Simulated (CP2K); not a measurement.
# BN in CP2K: the effect of functional

BN:

```
N B
1.0
     4.11208    0.00000    0.00000
     1.14102    2.22635    0.00000
     2.97106   -0.81903    2.07022
N B
1 1
Direct
  0.66665 0.66665 0.33335
  0.00005 0.00005 0.99995
```

Measurements of this composition are mostly on another form, of space group No. 194.

Alike in all runs:

| Quantity | Value |
| --- | --- |
| Program | CP2K 2026.2 |
| Task | single point |
| Potentials or basis | POTENTIAL_UZH N GTH-PBE-q5, B GTH-PBE-q3; TZVP-MOLOPT-PBE-GTH basis |
| Density cutoff | 9184 eV |
| k mesh | 13 × 13 × 13 |
| Occupations | fermi-dirac, width 0.05 eV |
| Spin | no spin polarisation |

Question: One run gave: gap on the mesh 3.86 eV; pressure 1.9 GPa. Which functional did it use?
A. vdW-DF-cx
B. RPBE
C. LDA
D. AM05
E. r2SCAN

Answer: A.

```csv
functional,gap on the mesh (eV),pressure (GPa)
LDA,3.69,2.1
PBEsol,3.78,2.5
AM05,3.83,3.1
RPBE,4.02,4.4
vdW-DF-cx,3.86,1.9
r2SCAN,4.41,0.3
```

Caveats: the potentials were made for another functional, which shifts forces and pressure; an odd mesh through Γ misses points on the zone boundary, where band edges often lie; the basis of atomic orbitals isn't converged, which shifts pressures, moduli and gaps.

Runs at the PBE level aren't shown here.
